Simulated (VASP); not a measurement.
The system is Ni.

```
Ni
1.0
     0.00000    1.73757    1.73757
     1.73757    0.00000    1.73757
     1.73757    1.73757    0.00000
Ni
1
Direct
  0.00000 0.00000 0.00000
```

* Program: VASP 6.6.1
* Task: relaxation of cell and atoms
* Functional: PBE
* Potentials or basis: VASP PAW PBE potentials, release 64 (Ni)
* Cutoff: 580 eV
* k mesh: 13 × 13 × 13
* Occupations: fermi-dirac, width 0.05 eV
* Spin: collinear spin, ferromagnetic start
* Starting moments: [1.0] μB

At the start: pressure 7.9 GPa; volume 10.49 Å³/atom.

Task: Where does the relaxation end?

Result: Over 3 steps the energy falls by 9.2 meV/atom and the volume is 10.88 Å³/atom (+3.7 %); space group Fm-3m (No. 225, to 0.05 Å); moment 0.63 μB per cell.

Step by step:
| step | energy change (eV) | largest force (eV/Å) | pressure (GPa) | volume (Å³) |
| --- | --- | --- | --- | --- |
| 1 | 0.0000 | 0.0000 | 7.88 | 10.49 |
| 2 | -0.0002 | 0.0000 | -6.67 | 11.29 |
| 3 | -0.0092 | 0.0000 | -0.01 | 10.88 |

Final structure:
```
CELL_PARAMETERS angstrom
0.00000 1.75888 1.75888
1.75888 0.00000 1.75888
1.75888 1.75888 0.00000
ATOMIC_POSITIONS crystal
Ni 0.00000 0.00000 0.00000
```
